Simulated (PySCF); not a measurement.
Choosing a molecule for a target property.

Each SMILES stands for a single optimised conformer of the isolated species, non-relativistic unless stated. Electronic properties by PySCF.

Dipoles, sizes and rotational constants follow the conformer. The torsions of the flexible species, by atom-mapped SMILES:
- `[CH2:1]=[N:2][C:3]1=[CH:4][C:5]1=[CH2:6]`: C1–N2–C3–C4 89°
- `[CH3:1][O:2][Si@H:3]([Cl:4])[CH2:5][Cl:6]`: C1–O2–Si3–Cl4 -66°, O2–Si3–C5–Cl6 -71°
- `[CH3:1][CH2:2][c:3]1[n:4][n:5][c:6]([C:7]([CH3:8])=[O:9])[s:10]1`: C1–C2–C3–N4 116°, N5–C6–C7–C8 0°
- `[CH2:1]=[CH:2][C+:3]([CH3:4])[CH2:5][C:6]([F:7])=[C:8]([F:9])[F:10]`: C1–C2–C3–C4 168°, C2–C3–C5–C6 -101°, C3–C5–C6–F7 -93°
- `[CH:1]#[C:2]/[CH:3]=[CH:4]/[N:5]=[CH2:6]`: C3–C4–N5–C6 180°
- `[CH:1]#[C:2][C:3](=[CH2:4])[N:5]=[CH2:6]`: C2–C3–N5–C6 0°

(1) Wanted: static isotropic polarisability between 67 au and 100 au (wB97X-D/def2-SVPD) and dipole moment above 2.2 D (wB97X-D/def2-SVPD), at PBE0-D3(BJ)/def2-SVP geometries. Which candidate meets both?
A. `CO[Si@H](Cl)CCl`
B. `c1ccncc1`
C. `C=NC1=CC1=C`
D. `CCc1nnc(C(C)=O)s1`

(2) Wanted: electronic spatial extent ⟨r²⟩ about the centre of nuclear charge between 700 bohr² and 1000 bohr² (wB97X-D/def2-SVPD) and HOMO–LUMO gap below 8.8 eV (wB97X-D/def2-SVPD), at PBE0-D3(BJ)/def2-SVP geometries. Which candidate meets both?
A. `C=C[C+](C)CC(F)=C(F)F`
B. `CCc1nnc(C(C)=O)s1`
C. `C=NC1=CC1=C`
D. `C(#C)/C=C/N=C`
E. `C#Cc1c[n+](C)cs1`
F. `CO[Si@H](Cl)CCl`
G. `c1ccncc1`

(3) Wanted: vertical ionisation energy below 9 eV (ΔSCF wB97X-D/def2-SVPD) and smallest rotational constant above 1.5 GHz (PBE0-D3(BJ)/def2-SVP), at PBE0-D3(BJ)/def2-SVP geometries. Which candidate meets both?
A. `C#C/C=C/N=C`
B. `C=NC1=CC1=C`
C. `C=C[C+](C)CC(F)=C(F)F`
D. `C1=CC=NC=C1`
E. `CC#C[C@@H]1C=N1`

(4) Wanted: lowest triplet excitation (Tamm–Dancoff) above 3 eV (TDA wB97X-D/def2-SVPD) and HOMO energy above -8 eV (wB97X-D/def2-SVPD), at PBE0-D3(BJ)/def2-SVP geometries. Which candidate meets both?
A. `c1ccccn1`
B. `C#CC(=C)N=C`
C. `C=NC1=CC1=C`
D. `C#C/C=C/N=C`
E. `C=C[C+](C)CC(F)=C(F)F`

Results:

(1) C. Computed values:
```
          species  static isotropic polarisability  dipole moment
         c1ccncc1                          61.9 au         2.29 D
      C=NC1=CC1=C                          71.5 au         3.22 D
  CO[Si@H](Cl)CCl                          80.7 au         1.03 D
CCc1nnc(C(C)=O)s1                         105.7 au         2.09 D
```

(2) D. Computed values:
| species | electronic spatial extent ⟨r²⟩ about the centre of nuclear charge | HOMO–LUMO gap |
| --- | --- | --- |
| c1ccncc1 | 434 bohr² | 10.22 eV |
| C=NC1=CC1=C | 617 bohr² | 7.91 eV |
| C(#C)/C=C/N=C | 792 bohr² | 8.35 eV |
| C#Cc1c[n+](C)cs1 | 1158 bohr² | 8.52 eV |
| CO[Si@H](Cl)CCl | 1349 bohr² | 11.81 eV |
| C=C[C+](C)CC(F)=C(F)F | 1372 bohr² | 7.31 eV |
| CCc1nnc(C(C)=O)s1 | 1946 bohr² | 9.06 eV |

(3) B. Computed values:
```
              species  vertical ionisation energy  smallest rotational constant
          C=NC1=CC1=C                     7.67 eV                     2.000 GHz
          C#C/C=C/N=C                     8.78 eV                     1.417 GHz
      CC#C[C@@H]1C=N1                     9.08 eV                     1.612 GHz
          C1=CC=NC=C1                     9.58 eV                     2.971 GHz
C=C[C+](C)CC(F)=C(F)F                    14.03 eV                     0.836 GHz
```

(4) C. Computed values:
| species | lowest triplet excitation (Tamm–Dancoff) | HOMO energy |
| --- | --- | --- |
| C=C[C+](C)CC(F)=C(F)F | 2.22 eV | -13.86 eV |
| C#C/C=C/N=C | 2.75 eV | -8.57 eV |
| C#CC(=C)N=C | 3.13 eV | -8.89 eV |
| C=NC1=CC1=C | 3.39 eV | -7.50 eV |
| c1ccccn1 | 4.35 eV | -9.35 eV |
